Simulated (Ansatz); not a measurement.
**NaF: response to strain**

NaF is deformed so: zz strain of -2 %. What stress and forces result, by LAPW, PAW and all-electron datasets made for the crystal?

Computed with Ansatz 0.2.0 (DFT LDA, scalar-relativistic, unless a step's input says otherwise).

2 further runs of the same task are left out: 2 set aside as unsound or not needed.

## (1) The system as given

Symmetry: Fm-3m, No. 225, cubic system. Conventional cell: a = 4.647 Å, b = 4.647 Å, c = 4.647 Å, α = 90.00°, β = 90.00°, γ = 90.00°. Around Na (site symmetry m-3m) lie 6 F at 2.32 Å. F (site symmetry m-3m) is surrounded by 6 Na at 2.32 Å.

As a file:

```cif
data_structure
_symmetry_space_group_name_H-M 'P 1'
_symmetry_Int_Tables_number 1
_cell_length_a 3.2856
_cell_length_b 3.2856
_cell_length_c 3.2856
_cell_angle_alpha 60.000
_cell_angle_beta 60.000
_cell_angle_gamma 60.000
_cell_volume 25.08
loop_
_atom_site_label
_atom_site_type_symbol
_atom_site_fract_x
_atom_site_fract_y
_atom_site_fract_z
_atom_site_occupancy
Na1 Na 0.00000 0.00000 0.00000 1
F1 F 0.50000 0.50000 0.50000 1
```

Atoms are numbered in the order of the input: Na1, F2.

## (2) After the deformation

Space group Fm-3m before, I4/mmm after.

## (3) LAPW, all electrons

The input, input.yaml:

```yaml
crystal:
  lattice:
    - [0.0, 2.3233, 2.276834]
    - [2.3233, 0.0, 2.276834]
    - [2.3233, 2.3233, 0.0]
  atoms:
    - { symbol: Na, position: [0.0, 0.0, 0.0] }
    - { symbol: F, position: [0.5, 0.5, 0.5] }
kpoints:
  mp_grid: { grid: [10, 10, 10] }
  band_path:
    path:
      - [0.0, 0.0, 0.0]
      - [0.0, 0.5, 0.5]
      - [0.25, 0.75, 0.5]
      - [0.0, 0.5, 0.0]
      - [0.0, 0.0, 0.0]
      - [0.5, 0.5, 0.0]
      - [0.3801541025, 0.6198458975, 0.0]
      - [-0.3801541025, 0.3801541025, 0.0]
      - [0.0, 0.0, 0.0]
    npoints: 5
scf:
  occupations: { method: fermi_dirac, width: 0.02 }
hamiltonian:
  xc: lda
  pseudopotentials: { kind: all_electron, lapw: { basis_error: 0.0005 } }
output:
  forces: true
  stress: true
  eigenvalues: true
```

Run with:

```bash
ansatz run input.yaml --threads 1 --pin off --max-ram 3072MiB --backend cpu --events-out ev --progress --plain --runs-dir out
```

## (4) PAW with frozen cores

The input, input.yaml:

```yaml
crystal:
  lattice:
    - [0.0, 2.3233, 2.276834]
    - [2.3233, 0.0, 2.276834]
    - [2.3233, 2.3233, 0.0]
  atoms:
    - { symbol: Na, position: [0.0, 0.0, 0.0] }
    - { symbol: F, position: [0.5, 0.5, 0.5] }
kpoints:
  mp_grid: { grid: [10, 10, 10] }
scf:
  occupations: { method: fermi_dirac, width: 0.02 }
hamiltonian:
  xc: lda
  pseudopotentials: { kind: paw }
output:
  forces: true
  stress: true
  eigenvalues: true
  efg: { contact_densities: true }
```

## (5) All-electron PAW on datasets made for the crystal

input.yaml, as its differences from that of step 4:

```diff
@@ -14,3 +14,3 @@
   xc: lda
-  pseudopotentials: { kind: paw }
+  pseudopotentials: { kind: all_electron, datasets: crystal }
 output:
```

(Steps that only read results are left out.)

Before running it: what results should come out? Wanted: pressure; largest shear or deviatoric stress.

As calculated:

| quantity | value |
| --- | --- |
| pressure | LAPW -3.74, PAW -3.77, crystal datasets -3.74 GPa |
| largest shear or deviatoric stress (LAPW) | 1.00 GPa |

In words: Against the undeformed cell the largest change of stress is +1.87 GPa, in the zz component, with the atoms carried along and not relaxed. PAW: stress within 0.04 GPa of LAPW. Crystal datasets: stress within 0.01 GPa of LAPW.
